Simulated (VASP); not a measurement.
# ZrB2 (P6/mmm) in VASP: a series of runs

One crystal, ZrB2, is run at these levels: PBE; tasks: single point.

Program: VASP 6.6.1. These are calculated values, not measurements. Logs are shortened: lines on timing, memory, paths and dates and some standing lists are left out, and cuts for length are marked.

## (1) The crystal as given

It takes space group P6/mmm (No. 191, hexagonal). The conventional cell has a = 3.170 Å, b = 3.170 Å, c = 3.533 Å, α = 90.00°, β = 90.00°, γ = 120.00°. Around Zr (site symmetry 6/mmm) lie 12 B at 2.54 Å. B (site symmetry -6m2) is surrounded by 3 B at 1.83 Å.

## (2) Single point, PBE

Contents of INCAR:

```
ADDGRID = F ; ALGO = Normal
EDIFF = 1E-7 ; ENCUT = 550
GGA = PE ; ISIF = 2
ISMEAR = -1 ; LASPH = T
LCHARG = F ; LREAL = F
LWAVE = F ; NBANDS = 16
NELM = 100 ; PREC = Accurate
SIGMA = 0.1
```

Contents of KPOINTS:

```
k-points
0
Gamma
  13 13 10
```

Contents of POSCAR:

```
ZrB2
1.0
    3.1700000000      0.0000000000      0.0000000000
   -1.5850000000      2.7453005300      0.0000000000
    0.0000000000      0.0000000000      3.5330000000
Zr B
1 2
Direct
    0.0000000000      0.0000000000      0.0000000000
    0.6666666667      0.3333333333      0.5000000000
    0.3333333333      0.6666666667      0.5000000000
```

Potentials or basis: VASP PAW PBE potentials, release 64 (Zr_sv, B).

The run is started by

```
$ cat potpaw_PBE.64/Zr_sv/POTCAR potpaw_PBE.64/B/POTCAR > POTCAR
$ mpirun -np 1 vasp_std > vasp.out
```

OUTCAR:

```text
EDIFF = 1E-7
   ENCUT = 550
   GGA = PE
   ISIF = 2
   ISMEAR = -1
   LASPH = T
   LREAL = F
   NELM = 100
   PREC = Accurate

 Found    126 irreducible k-points:

 Following reciprocal coordinates:
            Coordinates               Weight
  0.000000  0.000000  0.000000      1.000000
  0.076923  0.000000  0.000000      6.000000
  0.153846  0.000000  0.000000      6.000000
  0.230769  0.000000  0.000000      6.000000
  0.307692  0.000000  0.000000      6.000000
  0.384615  0.000000  0.000000      6.000000
   k-points           NKPTS =    126   k-points in BZ     NKDIM =    126   number of bands    NBANDS=     16
   number of dos      NEDOS =    301   number of ions     NIONS =      3
   total plane-waves  NPLWV =  16128
   dimension x,y,z NGX =    24 NGY =   24 NGZ =   28
   dimension x,y,z NGXF=    48 NGYF=   48 NGZF=   56
   ions per type =               1   2
   NGX,Y,Z   is equivalent  to a cutoff of  12.59, 12.59, 13.18 a.u.
   NGXF,Y,Z  is equivalent  to a cutoff of  25.17, 25.17, 26.35 a.u.
 SYSTEM =  unknown system
   PREC   = accura    normal or accurate (medium, high low for compatibility)
   ISTART =      0    job   : 0-new  1-cont  2-samecut
   ICHARG =      2    charge: 1-file 2-atom 10-const
   ISPIN  =      1    spin polarized calculation?
   LNONCOLLINEAR =      F non collinear calculations
   LSORBIT =      F    spin-orbit coupling
   LASPH  =      T    aspherical Exc in radial PAW
   ENCUT  =  550.0 eV  40.42 Ry    6.36 a.u.   6.06  6.06  6.76*2*pi/ulx,y,z
   NELM   =    100;   NELMIN=  2; NELMDL= -5     # of ELM steps
   EDIFF  = 0.1E-06   stopping-criterion for ELM
   LREAL  =      F    real-space projection
   EDIFFG = 0.1E-05   stopping-criterion for IOM
   NSW    =      0    number of steps for IOM
   IBRION =     -1    ionic relax: 0-MD 1-quasi-New 2-CG
   NFREE  =      0    steps in history (QN), initial steepest desc. (CG)
   ISIF   =      2    stress and relaxation
   ISYM   =      2    0-nonsym 1-usesym 2-fastsym
   POTIM  = 0.5000    time-step for ionic-motion
   TEBEG  =    0.0;   TEEND  =   0.0 temperature during run
   PSTRESS=    0.0 pullay stress
   NELECT =      18.0000    total number of electrons
   NUPDOWN=      -1.0000    fix difference up-down
   EMIN   =  10.00;   EMAX   =-10.00  energy-range for DOS
   EFERMI =   0.00;   METHOD = LEGACY
   ISMEAR =    -1;   SIGMA  =   0.10  broadening in eV -4-tet -1-fermi 0-gaus
   EFERMI_NEDOS =   21; number of points for ismear=-14 and -15
   IALGO  =     38    algorithm
   IMIX   =      4    mixing-type and parameters
     AMIX     =   0.40;   BMIX     =  1.00
     AMIX_MAG =   1.60;   BMIX_MAG =  1.00
  volume/ion in A,a.u.               =      10.25        69.16
  Fermi-wavevector in a.u.,A,eV,Ry     =   1.369519  2.588016 25.518847  1.875582
  Thomas-Fermi vector in A             =   2.495387
   LORBIT       =      0    0 simple, 1 ext, 2 COOP (PROOUT), +10 PAW based schemes
   GGA     = PE    functional components
   LHFCALC =     F    Hartree Fock is set to
   AEXX    =    0.0000 exact exchange contribution
   IVDW    =     0    specifies the selected vdW correction
   LEPSILON=     F    determine dielectric tensor
   LRPA    =     F    only Hartree local field effects (RPA)
 non-spin polarized calculation
  energy-cutoff  :      550.00
  volume of cell :       30.75
 maximum number of plane-waves:       922
   NGX = 13   NGY = 13   NGZ = 13

 number of electron      18.0000000 magnetization

 Free energy of the ion-electron system (eV)
  ---------------------------------------------------
  ext. energy  EPLUGINS =         0.00000000
  ---------------------------------------------------
  free energy    TOTEN  =       -24.98351998 eV

  energy without entropy =      -24.97463392  energy(sigma->0) =      -24.97907695

 E-fermi :  10.5749     XC(G=0): -12.4432

 val. band max:       10.3401419954   @ k =   0.0769   0.0769   0.4000
 cond. band min:      10.5759249691   @ k =   0.2308   0.2308   0.0000
 fundamental gap:      0.2357829737
 Fermi energy:        10.5748519123

 k-point     1 :       0.0000    0.0000    0.0000
  band No.  band energies     occupation
      1     -38.1065      2.00000
      2     -16.2932      2.00000
      3     -15.7402      2.00000
      4     -15.7402      2.00000
      5      -2.2036      2.00000
      6       7.8958      2.00000
[... 8 lines left out ...]
     15      15.6702      0.00000
     16      15.6702      0.00000

 k-point     2 :       0.0769    0.0000    0.0000
  band No.  band energies     occupation
      1     -38.0999      2.00000
      2     -16.2834      2.00000
      3     -15.7980      2.00000
      4     -15.7527      2.00000
      5      -2.0849      2.00000
      6       7.5444      2.00000
[... 8 lines left out ...]
     15      16.1636      0.00000
     16      16.4718      0.00000

 k-point     3 :       0.1538    0.0000    0.0000
  band No.  band energies     occupation
      1     -38.0816      2.00000
      2     -16.2562      2.00000
      3     -15.9551      2.00000
      4     -15.7872      2.00000
      5      -1.7406      2.00000
      6       6.6903      2.00000
[... 8 lines left out ...]
     15      17.1665      0.00000
     16      17.3469      0.00000

 k-point     4 :       0.2308    0.0000    0.0000
  band No.  band energies     occupation
      1     -38.0557      2.00000
      2     -16.2175      2.00000
      3     -16.1696      2.00000
      4     -15.8353      2.00000
      5      -1.2002      2.00000
      6       5.6280      2.00000
[... 8 lines left out ...]
     15      17.4750      0.00000
     16      18.8339      0.00000

 k-point     5 :       0.3077    0.0000    0.0000
  band No.  band energies     occupation
      1     -38.0280      2.00000
      2     -16.3894      2.00000
      3     -16.1760      2.00000
      4     -15.8858      2.00000
      5      -0.4986      2.00000
      6       4.5114      2.00000
[... 8 lines left out ...]
     15      18.4029      0.00000
     16      20.5406      0.00000

 k-point     6 :       0.3846    0.0000    0.0000
  band No.  band energies     occupation
      1     -38.0049      2.00000
      2     -16.5660      2.00000
      3     -16.1414      2.00000
      4     -15.9272      2.00000
      5       0.3303      2.00000
      6       3.4038      2.00000
[... 8 lines left out ...]
     15      19.5394      0.00000
     16      19.7847      0.00000

 [... further k-points ...]

------------------------ aborting loop because EDIFF is reached ----------------------------------------

  FORCE on cell =-STRESS in cart. coord.  units (eV):
  Direction    XX          YY          ZZ          XY          YZ          ZX
  --------------------------------------------------------------------------------------
  -------------------------------------------------------------------------------------
  Total        0.1237990      0.1237990      0.2752099      0.0000000      0.0000000      0.0000000
  in kB        6.4511162      6.4511162     14.3410788      0.0000000      0.0000000      0.0000000
  external PRESSURE =       9.0811037 kB  Pullay stress =       0.0000000 kB

 VOLUME and BASIS-vectors are now :
 -----------------------------------------------------------------------------
  energy-cutoff  :      550.00
  volume of cell :       30.75
      direct lattice vectors                 reciprocal lattice vectors
     3.170000000  0.000000000  0.000000000     0.315457413  0.182129422  0.000000000
    -1.585000000  2.745300530  0.000000000     0.000000000  0.364258845  0.000000000
     0.000000000  0.000000000  3.533000000     0.000000000  0.000000000  0.283045570

 POSITION                                       TOTAL-FORCE (eV/Angst)
 -----------------------------------------------------------------------------------
      0.00000      0.00000      0.00000        -0.000000      0.000000      0.000000
      1.58500      0.91510      1.76650         0.000000      0.000000      0.000000
     -0.00000      1.83020      1.76650        -0.000000     -0.000000      0.000000
 -----------------------------------------------------------------------------------
    total drift:                               -0.000000      0.000000      0.000000

  FREE ENERGIE OF THE ION-ELECTRON SYSTEM (eV)
  ---------------------------------------------------
  free  energy   TOTEN  =       -24.9835199845 eV

  energy  without entropy=      -24.9746339234  energy(sigma->0) =      -24.97907695
```

It took 70 s on 1 thread of Intel Xeon Platinum 8175M at 2.50GHz (Skylake/Cascade Lake), shared host; peak memory 0.19 GiB.

The run converged, but some of its settings lie outside the range that counts as converged, so its numbers aren't taken as properties of the crystal.

What came out:

```yaml
Free_energy: -24.9835 eV
Pressure: 0.9 GPa
Band_gap_on_the_k_mesh: none (metal or under the smearing width)
```

## (3) Single point, PBE

INCAR is that of step 2.

KPOINTS is that of step 2.

Contents of POSCAR:

```
ZrB2
1.0
    3.1700000000      0.0000000000      0.0000000000
   -1.5850000000      2.7453005300      0.0000000000
    0.0000000000      0.0000000000      3.5330000000
Zr B
1 2
Direct
   -0.0161830000     -0.0118040000     -0.0232460000
    0.6612170000      0.3542700000      0.5038020000
    0.3312800000      0.6607850000      0.5198140000
```

Potentials or basis: VASP PAW PBE potentials, release 64 (Zr_sv, B).

The run is started by

```
$ cat potpaw_PBE.64/Zr_sv/POTCAR potpaw_PBE.64/B/POTCAR > POTCAR
$ mpirun -np 1 vasp_std > vasp.out
```

OUTCAR:

```text
EDIFF = 1E-7
   ENCUT = 550
   GGA = PE
   ISIF = 2
   ISMEAR = -1
   LASPH = T
   LREAL = F
   NELM = 100
   PREC = Accurate

 Found    846 irreducible k-points:

 Following reciprocal coordinates:
            Coordinates               Weight
  0.000000  0.000000  0.000000      1.000000
  0.076923  0.000000  0.000000      2.000000
  0.000000  0.076923  0.000000      2.000000
[... 193 lines left out ...]

  FORCE on cell =-STRESS in cart. coord.  units (eV):
  Direction    XX          YY          ZZ          XY          YZ          ZX
  --------------------------------------------------------------------------------------
  -------------------------------------------------------------------------------------
  Total        0.4485103      0.8601872      0.7364890      0.0464082      0.2798560      0.0722198
  in kB       23.3716944     44.8240151     38.3781508      2.4183106     14.5831868      3.7633471
  external PRESSURE =      35.5246201 kB  Pullay stress =       0.0000000 kB

 VOLUME and BASIS-vectors are now :
 -----------------------------------------------------------------------------
  energy-cutoff  :      550.00
  volume of cell :       30.75
      direct lattice vectors                 reciprocal lattice vectors
     3.170000000  0.000000000  0.000000000     0.315457413  0.182129422  0.000000000
    -1.585000000  2.745300530  0.000000000     0.000000000  0.364258845  0.000000000
     0.000000000  0.000000000  3.533000000     0.000000000  0.000000000  0.283045570

 POSITION                                       TOTAL-FORCE (eV/Angst)
 -----------------------------------------------------------------------------------
      1.55241      2.71290      3.45087         0.146759      0.738892      1.820894
      1.53454      0.97258      1.77993         0.669472     -1.203879     -0.588782
      0.00281      1.81405      1.83650        -0.816231      0.464987     -1.232112
 -----------------------------------------------------------------------------------
    total drift:                                0.000003      0.000043     -0.000055

  FREE ENERGIE OF THE ION-ELECTRON SYSTEM (eV)
  ---------------------------------------------------
  free  energy   TOTEN  =       -24.7929865734 eV

  energy  without entropy=      -24.7833749122  energy(sigma->0) =      -24.78818074
```

stdout:

```text
POSCAR found type information on POSCAR ZrB
 POSCAR found :  2 types and       3 ions
 scaLAPACK will be used
 LDA part: xc-table for (Slater+PW92), standard interpolation
 POSCAR, INCAR and KPOINTS ok, starting setup
 FFT: planning ... GRIDC
 FFT: planning ... GRID_SOFT
 FFT: planning ... GRID
 WAVECAR not read
 entering main loop
```

Run time: 7.9 min. Hardware: 1 thread of Intel Xeon Platinum 8175M at 2.50GHz (Skylake/Cascade Lake), shared host; peak memory 0.51 GiB.

These settings aren't checked as converged: the numbers below hold their error.

What came out:

```
Free energy            : -24.7930 eV
Pressure               : 3.6 GPa
Largest force          : 1.971 eV/Å
Band gap on the k mesh : none (metal or under the smearing width)
```

(Continued in part 2 of 2.)
